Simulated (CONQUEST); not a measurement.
Runs of CONQUEST 1.3 on Cu2O (Cuprite). Symmetry: Pn-3m, No. 224, cubic system. Conventional cell: a = 4.260 Å, b = 4.260 Å, c = 4.260 Å, α = 90.00°, β = 90.00°, γ = 90.00°. Cu (site symmetry -3m) has 2 O at 1.84 Å as nearest neighbours. O (site symmetry -43m) has 4 Cu at 1.84 Å as nearest neighbours. 

```csv
task,potentials or basis,k mesh,gap on the mesh (eV),pressure (GPa)
single point,"PseudoDojo NC PBE, SZP, grid cutoff 150 Ha",5 × 5 × 5,0.99,6.5
single point,"PseudoDojo NC PBE, SZP, grid cutoff 150 Ha",4 × 4 × 4,0.99,6.5
single point,"PseudoDojo NC PBE, SZ, grid cutoff 150 Ha",5 × 5 × 5,1.04,(a)
single point,"PseudoDojo NC PBE, SZP, grid cutoff 150 Ha",6 × 6 × 6,0.99,6.4
```

Alike in all rows: level PBE; no spin polarisation; cell as given; smearing fermi-dirac 0.05 eV.

**Question.** Fill in the values left out.

**Answer.** (a) 10.5.

Caveats: the atomic basis is small; the basis of atomic orbitals isn't converged, which shifts pressures, moduli and gaps; an odd mesh through Γ misses points on the zone boundary, where band edges often lie (some runs).
